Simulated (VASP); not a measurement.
A run of VASP 6.6.1:

The input POSCAR:

```
SnSe                                    
1.0
   11.4864948094      0.0000000000      0.0000000000
    0.0000000000      4.1722136735      0.0000000000
    0.0000000000     -0.0000000000      4.3796772134
  Sn              Se            
     4     4
Direct
     0.1176302908647919    0.2500000000000000    0.0931652734676234
     0.3823697091352080    0.7500000000000000    0.5931652734676235
     0.6176302908647916    0.2500000000000000    0.4068347265323766
     0.8823697091352084    0.7500000000000000    0.9068347265323765
     0.3570262768418762    0.2500000000000000    0.0220175693999826
     0.1429737231581238    0.7500000000000000    0.5220175693999826
     0.8570262768418760    0.2500000000000000    0.4779824306000175
     0.6429737231581240    0.7500000000000000    0.9779824306000174
```

The input INCAR.step1:

```
SYSTEM = SnSe
PREC = Accurate
ENCUT = 520
EDIFF = 1E-5
ISMEAR = 0
SIGMA = 0.03
LREAL = .False.
LASPH = .True.
NELM = 80
ALGO = Normal
ISIF = 2
LWAVE = .True.
LCHARG = .False.
NBANDS = 50
KPAR = 2
GGA = PE
```

The input INCAR.step2:

```
SYSTEM = SnSe
PREC = Accurate
ENCUT = 520
EDIFF = 1E-7
ISMEAR = 0
SIGMA = 0.03
LREAL = .False.
LASPH = .True.
NELM = 80
ALGO = Normal
ISIF = 2
LWAVE = .False.
LCHARG = .False.
METAGGA = MBJ
NBANDS = 50
KPAR = 2
ISTART = 1
```

Contents of KPOINTS:

```
regular mesh
0
Gamma
  4 8 8
  0 0 0
```

File KPOINTS_OPT:

```
explicit points
318
Reciprocal
 0.0000000000  0.0000000000  0.0000000000 1
 0.0000000000  0.0263157895  0.0000000000 1
 0.0000000000  0.0526315789  0.0000000000 1
 0.0000000000  0.0789473684  0.0000000000 1
 0.0000000000  0.1052631579  0.0000000000 1
 0.0000000000  0.1315789474  0.0000000000 1
[... 310 lines left out ...]
 0.0000000000  0.5000000000  0.0248440900 1
 0.0000000000  0.5000000000 -0.0248440900 1
```

Potentials or basis: VASP PAW PBE potentials, release 64 (Sn_d, Se).

The run is started by

```console
$ cat potpaw_PBE.64/Sn_d/POTCAR potpaw_PBE.64/Se/POTCAR > POTCAR
$ cp INCAR.step1 INCAR
$ mpirun -np 2 vasp_std > vasp.out
$ cp INCAR.step2 INCAR
$ mpirun -np 2 vasp_std > vasp.out
```

Hardware: 2 MPI ranks on Intel(R) Xeon(R) 6975P-C (Granite Rapids), with other jobs on the host.

Question: How long does it take, and how much memory?

Answer: Run time: 24 min on 2 MPI ranks on Intel(R) Xeon(R) 6975P-C (Granite Rapids) (shared host), peak memory 1.1 GiB a rank. Counts: scf iterations 104, k points 75.
